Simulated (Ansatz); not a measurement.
# CuO (P6_3/mmc) in Ansatz: further runs, part 2 of 2

Ansatz 0.2.0.

### 4 Projected density of states, LDA+U

File input.yaml:

```yaml
crystal:
  lattice:
    - [3.1795331, 0.0, 0.0]
    - [-1.58976655, 2.75355644, 0.0]
    - [0.0, 0.0, 4.43149073]
  atoms:
    - { symbol: Cu, position: [0.0, 0.0, 0.0] }
    - { symbol: Cu, position: [0.0, 0.0, 0.5] }
    - { symbol: O, position: [0.3333333333, 0.6666666667, 0.25] }
    - { symbol: O, position: [0.6666666667, 0.3333333333, 0.75] }
hamiltonian:
  xc: lda
  pseudopotentials: { kind: paw }
  hubbard: { sites: [{ species: Cu, l: d, u_eff: 2.0 }] }
kpoints:
  mp_grid: { grid: [10, 10, 6] }
scf:
  occupations: { method: fermi_dirac, width: 0.05 }
  n_extra_bands: 10
output:
  forces: true
  stress: true
  eigenvalues: true
  dos: { projected: true, de: 0.05, nscf_kmesh: { grid: [15, 15, 9] } }
```

Command:

```console
$ ansatz run input.yaml --threads 2 --pin off --max-ram 5632MiB --backend cpu --events-out ev --progress --plain --runs-dir out
```

Run time: 6.9 s. Hardware: 2 threads of Arm Neoverse V2, shared host; peak memory 0.37 GiB.

The run converged. Its results:

```yaml
Free_energy: -14216.8358 eV
Pressure: -9.1 GPa
Band_gap_on_the_k_mesh: none (metal or under the smearing width)
Density_of_states_at_the_Fermi_level: 3.54 states/eV per cell
```

Stress tensor (GPa, compression positive):
```
-23.21   0.00   0.00
  0.00 -23.21   0.00
  0.00   0.00  19.22
```

Levels at points of the mesh, in eV from the Fermi level:
| k point | band 23 | band 24 | band 25 | band 26 | band 27 | band 28 |
| --- | --- | --- | --- | --- | --- | --- |
| (0.00, 0.00, 0.00) | -1.40 | -0.35 | 0.61 | 0.61 | 1.64 | 5.24 |
| (0.00, 0.00, -0.50) | -0.15 | -0.15 | -0.15 | -0.15 | 4.36 | 4.36 |
| (0.00, -0.50, 0.00) | -1.81 | -1.61 | 0.34 | 0.52 | 6.83 | 6.92 |
| (0.00, -0.50, -0.50) | -0.59 | -0.59 | -0.56 | -0.56 | 6.06 | 6.06 |

States per cell in windows of 1 eV (zero at the Fermi level; states under -8 eV left out):
```
from (eV)  total  Cu 3d  O 2p  Cu 4s  O 2s
     -8.0   0.13   0.03  0.07   0.03  0.00
     -7.0   2.27   0.54  1.37   0.32  0.02
     -6.0   3.41   1.43  1.79   0.14  0.02
     -5.0   5.87   2.97  2.76   0.06  0.02
     -4.0   2.37   1.70  0.64   0.01  0.01
     -3.0   8.04   7.19  0.70   0.07  0.05
     -2.0   4.91   3.51  1.17   0.07  0.11
     -1.0   3.22   1.64  1.47   0.03  0.04
      0.0   1.78   0.76  0.99   0.01  0.00
      1.0   0.01   0.00  0.00   0.00  0.00
      2.0   0.07   0.00  0.01   0.03  0.02
      3.0   0.16   0.00  0.04   0.08  0.03
      4.0   0.34   0.01  0.09   0.18  0.05
      5.0   0.88   0.01  0.18   0.50  0.06
      6.0   1.57   0.01  0.29   0.91  0.04
      7.0   0.82   0.00  0.11   0.38  0.01
```

Eigenvalues of the final occupation matrices:
| site | spin | trace | eigenvalues |
| --- | --- | --- | --- |
| site 1 | 1 | 4.76 | 0.89 0.89 0.98 1.00 1.00 |
| site 2 | 1 | 4.76 | 0.89 0.89 0.98 1.00 1.00 |

Caveat: the pressure holds a Pulay correction of +1.0 GPa for the finite cutoff; the run has no spin polarisation, though such a crystal can be magnetic; U without spin polarisation on a metal has little footing; the PAW data sets come from PBE, with cores solved anew for the run's functional, which leaves a small shift of forces and pressure.

### 5 Projected density of states, LDA+U

input.yaml, as its differences from that of step 4:

```diff
@@ -13,3 +13,3 @@
   pseudopotentials: { kind: paw }
-  hubbard: { sites: [{ species: Cu, l: d, u_eff: 2.0 }] }
+  hubbard: { sites: [{ species: Cu, l: d, u_eff: 3.0 }] }
 kpoints:
```

Command:

```console
$ ansatz run input.yaml --threads 2 --pin off --max-ram 5632MiB --backend cpu --events-out ev --progress --plain --runs-dir out
```

It took 6.9 s on 2 threads of Arm Neoverse V2, shared host; peak memory 0.38 GiB.

Results (log left out):

```
Free energy                          : -14216.4153 eV
Pressure                             : -8.5 GPa
Band gap on the k mesh               : none (metal or under the smearing width)
Density of states at the Fermi level : 3.48 states/eV per cell
```

Stress tensor (GPa, compression positive):
```
-22.43   0.00   0.00
  0.00 -22.43   0.00
  0.00   0.00  19.29
```

Levels at points of the mesh, in eV from the Fermi level:
| k point | band 23 | band 24 | band 25 | band 26 | band 27 | band 28 |
| --- | --- | --- | --- | --- | --- | --- |
| (0.00, 0.00, 0.00) | -1.32 | -0.47 | 0.62 | 0.62 | 1.77 | 5.40 |
| (0.00, 0.00, -0.50) | -0.15 | -0.15 | -0.15 | -0.15 | 4.49 | 4.49 |
| (0.00, -0.50, 0.00) | -1.98 | -1.81 | 0.33 | 0.53 | 6.97 | 7.06 |
| (0.00, -0.50, -0.50) | -0.61 | -0.61 | -0.57 | -0.57 | 6.22 | 6.22 |

States per cell in windows of 1 eV (zero at the Fermi level; states under -8 eV left out):
| from (eV) | total | Cu 3d | O 2p | Cu 4s | O 2s |
| --- | --- | --- | --- | --- | --- |
| -8.0 | 0.10 | 0.03 | 0.05 | 0.02 | 0.00 |
| -7.0 | 2.22 | 0.60 | 1.28 | 0.30 | 0.02 |
| -6.0 | 3.57 | 1.64 | 1.74 | 0.14 | 0.02 |
| -5.0 | 5.80 | 3.16 | 2.50 | 0.06 | 0.02 |
| -4.0 | 2.86 | 2.10 | 0.71 | 0.02 | 0.01 |
| -3.0 | 8.07 | 7.06 | 0.84 | 0.09 | 0.06 |
| -2.0 | 4.54 | 3.01 | 1.32 | 0.07 | 0.11 |
| -1.0 | 3.02 | 1.42 | 1.50 | 0.02 | 0.04 |
| 0.0 | 1.81 | 0.73 | 1.05 | 0.01 | 0.00 |
| 1.0 | 0.00 | 0.00 | 0.00 | 0.00 | 0.00 |
| 2.0 | 0.06 | 0.00 | 0.01 | 0.03 | 0.02 |
| 3.0 | 0.14 | 0.00 | 0.03 | 0.07 | 0.03 |
| 4.0 | 0.30 | 0.01 | 0.08 | 0.17 | 0.05 |
| 5.0 | 0.73 | 0.01 | 0.16 | 0.41 | 0.06 |
| 6.0 | 1.54 | 0.01 | 0.28 | 0.90 | 0.05 |
| 7.0 | 1.01 | 0.01 | 0.15 | 0.51 | 0.01 |

Eigenvalues of the final occupation matrices:
| site | spin | trace | eigenvalues |
| --- | --- | --- | --- |
| site 1 | 1 | 4.77 | 0.90 0.90 0.99 1.00 1.00 |
| site 2 | 1 | 4.77 | 0.90 0.90 0.99 1.00 1.00 |

Caveat: the pressure holds a Pulay correction of +1.0 GPa for the finite cutoff; the run has no spin polarisation, though such a crystal can be magnetic; U without spin polarisation on a metal has little footing; the PAW data sets come from PBE, with cores solved anew for the run's functional, which leaves a small shift of forces and pressure.

### 6 Projected density of states, LDA+U

input.yaml, as its differences from that of step 5:

```diff
@@ -13,3 +13,3 @@
   pseudopotentials: { kind: paw }
-  hubbard: { sites: [{ species: Cu, l: d, u_eff: 3.0 }] }
+  hubbard: { sites: [{ species: Cu, l: d, u_eff: 4.0 }] }
 kpoints:
@@ -24 +24,5 @@
   dos: { projected: true, de: 0.05, nscf_kmesh: { grid: [15, 15, 9] } }
+  write_density: true
+  write_potential: true
+  elf: true
+  volumetric_format: npy
```

Potentials or basis: Ansatz PAW.

Command:

```console
$ ansatz run input.yaml --threads 2 --pin off --max-ram 5632MiB --backend cpu --events-out ev --progress --plain --runs-dir out
```

It took 7.1 s on 2 threads of Arm Neoverse V2, shared host; peak memory 0.41 GiB.

Results (log left out):

| Quantity | Value |
| --- | --- |
| Free energy | -14216.0154 eV |
| Pressure | -7.9 GPa |
| Band gap on the k mesh | none (metal or under the smearing width) |
| Density of states at the Fermi level | 3.42 states/eV per cell |

Stress tensor (GPa, compression positive):
```
-21.56   0.00   0.00
  0.00 -21.56   0.00
  0.00   0.00  19.38
```

Levels at points of the mesh, in eV from the Fermi level:
```tsv
k point	band 23	band 24	band 25	band 26	band 27	band 28
(0.00, 0.00, 0.00)	-1.23	-0.59	0.62	0.62	1.91	5.56
(0.00, 0.00, -0.50)	-0.15	-0.15	-0.15	-0.15	4.62	4.62
(0.00, -0.50, 0.00)	-2.14	-2.01	0.32	0.55	7.12	7.20
(0.00, -0.50, -0.50)	-0.62	-0.62	-0.58	-0.58	6.37	6.37
```

States per cell in windows of 1 eV (zero at the Fermi level; states under -8 eV left out):
```tsv
from (eV)	total	Cu 3d	O 2p	Cu 4s	O 2s
-8.0	0.09	0.03	0.04	0.02	0.00
-7.0	2.22	0.70	1.21	0.27	0.02
-6.0	3.79	1.93	1.68	0.14	0.02
-5.0	5.75	3.34	2.27	0.07	0.03
-4.0	3.86	3.07	0.74	0.02	0.01
-3.0	7.56	6.38	0.98	0.10	0.07
-2.0	4.02	2.37	1.43	0.07	0.10
-1.0	2.87	1.25	1.53	0.02	0.04
0.0	1.83	0.71	1.10	0.01	0.00
1.0	0.00	0.00	0.00	0.00	0.00
2.0	0.05	0.00	0.01	0.02	0.01
3.0	0.13	0.00	0.03	0.07	0.03
4.0	0.27	0.01	0.07	0.15	0.05
5.0	0.63	0.01	0.14	0.36	0.06
6.0	1.45	0.01	0.26	0.85	0.05
7.0	1.17	0.01	0.18	0.62	0.01
```

Eigenvalues of the final occupation matrices:
| site | spin | trace | eigenvalues |
| --- | --- | --- | --- |
| site 1 | 1 | 4.79 | 0.90 0.90 0.99 1.00 1.00 |
| site 2 | 1 | 4.79 | 0.90 0.90 0.99 1.00 1.00 |

Caveat: the pressure holds a Pulay correction of +1.0 GPa for the finite cutoff; the run has no spin polarisation, though such a crystal can be magnetic; U without spin polarisation on a metal has little footing; the PAW data sets come from PBE, with cores solved anew for the run's functional, which leaves a small shift of forces and pressure.

### 7 The runs side by side

| level | U | hubbard projectors | double counting | gap on the mesh (eV) | pressure (GPa) |
| --- | --- | --- | --- | --- | --- |
| LDA | - | - | - | none | -9.9 |
| LDA+U | Cu d U = 1 eV | ortho-atomic (the default) | fll (the default) | none | -9.5 |
| LDA+U | Cu d U = 2 eV | ortho-atomic (the default) | fll (the default) | none | -9.1 |
| LDA+U | Cu d U = 3 eV | ortho-atomic (the default) | fll (the default) | none | -8.5 |
| LDA+U | Cu d U = 4 eV | ortho-atomic (the default) | fll (the default) | none | -7.9 |

Alike in all rows: task projected density of states; potentials or basis Ansatz PAW; no spin polarisation; cell as given; k mesh 10 × 10 × 6; cutoff (eV) 420; smearing fermi-dirac 0.05 eV.

Every run on the cell as given and a fine mesh finds a metal. The pressure there spans -9.9 GPa (LDA) to -7.9 GPa (LDA+U); a positive pressure means that this level wants a larger cell, a negative one a smaller.

Caveats: the run has no spin polarisation, though such a crystal can be magnetic; the PAW data sets come from PBE, with cores solved anew for the run's functional, which leaves a small shift of forces and pressure; U without spin polarisation on a metal has little footing (some runs); semilocal functionals often make such compounds metallic where correlation or magnetic order opens a gap, which also shifts bond lengths (some runs).

Absolute energies hang on the potentials; compare differences alone.
